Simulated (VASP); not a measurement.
Runs of VASP 6.6.1 on BaTiO3. It takes space group R3m (No. 160, trigonal). Conventional cell: a = 5.598 Å, b = 5.598 Å, c = 6.867 Å, α = 90.00°, β = 90.00°, γ = 120.00°. Around Ba (site symmetry 3m) lie 12 O at 2.76 to 2.85 Å. Ti (site symmetry 3m) has 6 O at 1.89 to 2.07 Å as nearest neighbours. O (site symmetry m) is surrounded by 2 Ti at 1.89 to 2.07 Å. 

| task | cell | gap on the mesh (eV) | pressure (GPa) | largest force (eV/Å) |
| --- | --- | --- | --- | --- |
| relaxation of cell and atoms | relaxed | 2.11 | 0.0 | - |
| relaxation of shape and atoms at fixed volume | atoms relaxed at fixed volume | 2.11 | 0.0 | - |
| relaxation of shape and atoms at fixed volume | atoms relaxed at fixed volume from: a relaxed cell with its volume scaled by 0.98 | 1.99 | 3.1 | 0.01 |
| relaxation of shape and atoms at fixed volume | atoms relaxed at fixed volume from: a relaxed cell with its volume scaled by 1.06 | (a) | -6.8 | 0.01 |
| relaxation of shape and atoms at fixed volume | atoms relaxed at fixed volume from: a relaxed cell with its volume scaled by 0.94 | 1.86 | 11.8 | 0.01 |

Alike in all rows: level LDA; potentials or basis VASP PAW LDA potentials, release 64 (Ba_sv, Ti_sv, O); no spin polarisation; k mesh 7 × 7 × 7; cutoff (eV) 600; smearing gaussian 0.03 eV.

Task: Estimate the missing entries.

Result: (a) 2.50.

Caveats: spin-orbit coupling is left out, which moves the levels of the heavy elements; an odd mesh through Γ misses points on the zone boundary, where band edges often lie; the relaxation stopped at its first step, so nothing moved (some runs).

A k mesh can miss the band edges, and the runs leave out spin-orbit coupling on Ba.
